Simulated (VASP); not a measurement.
# AlN (Fm-3m) in VASP: single point with PBE

Aim: the single point of AlN with PBE.

The COD entry that gives the cell may itself be a prediction, so a difference from it is no test against experiment.

All numbers are computed with VASP 6.6.1; they aren't measurements. Logs are shortened: lines on timing, memory, paths and dates and some standing lists are left out, and cuts for length are marked.

## (1) Starting point

Symmetry: Fm-3m, No. 225, cubic system. The conventional cell has a = 3.938 Å, b = 3.938 Å, c = 3.938 Å, α = 90.00°, β = 90.00°, γ = 90.00°. Al (site symmetry m-3m) has 6 N at 1.97 Å as nearest neighbours. Around N (site symmetry m-3m) lie 6 Al at 1.97 Å.

Measurements of this composition are mostly on another form, of space group No. 186.

## (2) Single point, PBE

Contents of INCAR:

```
SYSTEM = AlN
ALGO = Normal
EDIFF = 1E-6
ENCUT = 520
GGA = PE
ISIF = 2
ISMEAR = -1
LASPH = .True.
LCHARG = .False.
LREAL = .False.
LWAVE = .False.
NBANDS = 11
NELM = 100
PREC = Accurate
SIGMA = 0.02
```

Contents of KPOINTS:

```
k-points
0
Gamma
  12 12 12
  0 0 0
```

Contents of POSCAR:

```
AlN
1.0
    0.0000000000      1.9690000000      1.9690000000
    1.9690000000      0.0000000000      1.9690000000
    1.9690000000      1.9690000000      0.0000000000
Al N
1 1
Direct
    0.0000000000      0.0000000000      0.0000000000
    0.5000000000      0.5000000000      0.5000000000
```

Potentials or basis: VASP PAW PBE potentials, release 64 (Al, N).

Started as:

```sh
$ cat potpaw_PBE.64/Al/POTCAR potpaw_PBE.64/N/POTCAR > POTCAR
$ mpirun -np 1 vasp_std > vasp.out
```

OUTCAR:

```text
SYSTEM = AlN
   EDIFF = 1E-6
   ENCUT = 520
   GGA = PE
   ISIF = 2
   ISMEAR = -1
   LASPH = .True.
   LREAL = .False.
   NELM = 100
   PREC = Accurate

 ion  position               nearest neighbor table
   1  0.000  0.000  0.000-   2 1.97   2 1.97   2 1.97   2 1.97   2 1.97   2 1.97
   2  0.500  0.500  0.500-   1 1.97   1 1.97   1 1.97   1 1.97   1 1.97   1 1.97

  LATTYP: Found a face centered cubic cell.
 ALAT       =     3.9380000000

  Lattice vectors:

 A1 = (   0.0000000000,   1.9690000000,   1.9690000000)
 A2 = (   1.9690000000,   0.0000000000,   1.9690000000)
 A3 = (   1.9690000000,   1.9690000000,   0.0000000000)

Analysis of symmetry for initial positions (statically):
=====================================================================
 Subroutine PRICEL returns:
 Original cell was already a primitive cell.

 Routine SETGRP: Setting up the symmetry group for a
 face centered cubic supercell.

 Subroutine GETGRP returns: Found 48 space group operations
 (whereof 48 operations were pure point group operations)
 out of a pool of 48 trial point group operations.

The static configuration has the point symmetry O_h .

Analysis of symmetry for dynamics (positions and initial velocities):
=====================================================================
 Subroutine PRICEL returns:
 Original cell was already a primitive cell.

 Routine SETGRP: Setting up the symmetry group for a
 face centered cubic supercell.

 Subroutine GETGRP returns: Found 48 space group operations
 (whereof 48 operations were pure point group operations)
 out of a pool of 48 trial point group operations.

The dynamic configuration has the point symmetry O_h .

 Subroutine INISYM returns: Found 48 space group operations
 (whereof 48 operations are pure point group operations),
 and found     1 'primitive' translations

----------------------------------------------------------------------------------------

                                     Primitive cell

  volume of cell :      15.2675

  direct lattice vectors                    reciprocal lattice vectors
     0.000000000  1.969000000  1.969000000    -0.253936008  0.253936008  0.253936008
     1.969000000  0.000000000  1.969000000     0.253936008 -0.253936008  0.253936008
     1.969000000  1.969000000  0.000000000     0.253936008  0.253936008 -0.253936008

  length of vectors
     2.784586504  2.784586504  2.784586504     0.439830068  0.439830068  0.439830068

  position of ions in fractional coordinates (direct lattice)
     0.000000000  0.000000000  0.000000000
     0.500000000  0.500000000  0.500000000

[... 86 lines left out ...]
   PSTRESS=    0.0 pullay stress
   NELECT =       8.0000    total number of electrons
   NUPDOWN=      -1.0000    fix difference up-down
   EMIN   =  10.00;   EMAX   =-10.00  energy-range for DOS
   EFERMI =   0.00;   METHOD = LEGACY
   ISMEAR =    -1;   SIGMA  =   0.02  broadening in eV -4-tet -1-fermi 0-gaus
   EFERMI_NEDOS =   21; number of points for ismear=-14 and -15
   IALGO  =     38    algorithm
   IMIX   =      4    mixing-type and parameters
     AMIX     =   0.40;   BMIX     =  1.00
     AMIX_MAG =   1.60;   BMIX_MAG =  1.00
  volume/ion in A,a.u.               =       7.63        51.51
  Fermi-wavevector in a.u.,A,eV,Ry     =   1.319823  2.494104 23.700443  1.741933
  Thomas-Fermi vector in A             =   2.449694
   LORBIT       =      0    0 simple, 1 ext, 2 COOP (PROOUT), +10 PAW based schemes
   GGA     = PE    functional components
   LHFCALC =     F    Hartree Fock is set to
   AEXX    =    0.0000 exact exchange contribution
   IVDW    =     0    specifies the selected vdW correction
   LEPSILON=     F    determine dielectric tensor
   LRPA    =     F    only Hartree local field effects (RPA)
 non-spin polarized calculation
  energy-cutoff  :      520.00
  volume of cell :       15.27
 maximum number of plane-waves:       424
 NGX is ok and might be reduce to    24
   NGX = 11   NGY = 11   NGZ = 11

 number of electron       8.0000000 magnetization

 Free energy of the ion-electron system (eV)
  ---------------------------------------------------
  ext. energy  EPLUGINS =         0.00000000
  ---------------------------------------------------
  free energy    TOTEN  =       -14.40824193 eV

  energy without entropy =      -14.40824193  energy(sigma->0) =      -14.40824193

 E-fermi :  11.4378     XC(G=0): -12.6612

 val. band max:       11.0244158879   @ k =   0.0000   0.0000   0.0000
 cond. band min:      16.1829430361   @ k =   0.5000   0.5000   0.0000
 fundamental gap:      5.1585271483
 Fermi energy:        11.4378259079

 k-point     1 :       0.0000    0.0000    0.0000
  band No.  band energies     occupation
      1      -7.2694      2.00000
      2      11.0244      2.00000
      3      11.0244      2.00000
      4      11.0244      2.00000
      5      17.8926      0.00000
      6      23.4441      0.00000
      7      23.4441      0.00000
      8      23.4441      0.00000
      9      28.8041      0.00000
     10      29.4036      0.00000
     11      29.4036      0.00000
[... 309 lines left out ...]
 k-point    24 :      -0.4167    0.1667    0.0000
  band No.  band energies     occupation
      1      -3.3924      2.00000
      2       2.8331      2.00000
      3       7.7362      2.00000
      4       9.4427      2.00000
      5      19.0734      0.00000
      6      21.2060      0.00000
      7      23.8538      0.00000
      8      24.7036      0.00000
      9      30.3420      0.00000
     10      31.6764      0.00000
     11      32.1884      0.00000

 [... further k-points ...]

------------------------ aborting loop because EDIFF is reached ----------------------------------------

  FORCE on cell =-STRESS in cart. coord.  units (eV):
  Direction    XX          YY          ZZ          XY          YZ          ZX
  --------------------------------------------------------------------------------------
  -------------------------------------------------------------------------------------
  Total        2.8694095      2.8694095      2.8694095     -0.0000000     -0.0000000      0.0000000
  in kB      301.1174770    301.1174770    301.1174770     -0.0000000     -0.0000000      0.0000000
  external PRESSURE =     301.1174770 kB  Pullay stress =       0.0000000 kB

 VOLUME and BASIS-vectors are now :
 -----------------------------------------------------------------------------
  energy-cutoff  :      520.00
  volume of cell :       15.27
      direct lattice vectors                 reciprocal lattice vectors
     0.000000000  1.969000000  1.969000000    -0.253936008  0.253936008  0.253936008
     1.969000000  0.000000000  1.969000000     0.253936008 -0.253936008  0.253936008
     1.969000000  1.969000000  0.000000000     0.253936008  0.253936008 -0.253936008

 POSITION                                       TOTAL-FORCE (eV/Angst)
 -----------------------------------------------------------------------------------
      0.00000      0.00000      0.00000        -0.000000      0.000000      0.000000
      1.96900      1.96900      1.96900         0.000000     -0.000000     -0.000000
 -----------------------------------------------------------------------------------
    total drift:                               -0.000000     -0.000000      0.000000

  FREE ENERGIE OF THE ION-ELECTRON SYSTEM (eV)
  ---------------------------------------------------
  free  energy   TOTEN  =       -14.4082419265 eV

  energy  without entropy=      -14.4082419265  energy(sigma->0) =      -14.40824193
```

Run time: 4.9 s. Hardware: 1 thread of Intel Xeon 6975P-C (Granite Rapids), shared host; peak memory 0.13 GiB.

What came out:

```yaml
Free_energy: -14.4082 eV
Pressure: 30.1 GPa
Band_gap_on_the_k_mesh: 5.16 eV, indirect (least direct gap 6.87 eV)
```

Levels at points of the mesh, in eV from the valence-band top:
| k point | band 1 | band 2 | band 3 | band 4 | band 5 | band 6 | band 7 | band 8 |
| --- | --- | --- | --- | --- | --- | --- | --- | --- |
| (0.00, 0.00, 0.00) | -18.29 | 0.00 | 0.00 | 0.00 | 6.87 | 12.42 | 12.42 | 12.42 |
| (0.50, 0.00, 0.00) | -14.71 | -8.83 | -1.23 | -1.23 | 6.65 | 11.66 | 11.66 | 14.50 |
| (0.50, 0.50, 0.00) | -13.61 | -7.93 | -3.01 | -3.01 | 5.16 | 5.40 | 15.05 | 18.54 |

Caveat: a pressure of tens of GPa on the cell as given is suspect, and the run, the potentials or the cell itself is likely at fault.
